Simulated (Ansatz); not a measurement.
**α-quartz-type GeO2 (metastable phase)**

All values below come from PBE0 in Ansatz (plane waves, PAW).

Run with plane-wave cutoff 460 eV, 6×6×4 k mesh (along the axes of the cell as run), Fermi–Dirac smearing 0.01 eV, scalar-relativistic PAW data made under PBE.

Cell: relaxed at this level.

| Property | Result |
|---|---|
| equilibrium lattice constant a | 5.060 Å |
| c axis length | 5.698 Å |
| band gap | 6.24 eV (on the SCF k mesh) (indirect) |
| smallest direct gap on the k points sampled | 6.33 eV |

Measured, for comparison: lattice constant a 4.987 Å, lattice parameter c 5.652 Å (temperature not stated, not corrected to a static lattice; as tabulated in Saito and Ono (2011), arXiv:1008.4998). Computed (rounded) less measured: lattice constant a +1.5 %, lattice parameter c +0.8 %.

Spin–orbit coupling is not included.

Computing time: very roughly 2.0 core-hours.

Ansatz is a program for electronic structure.
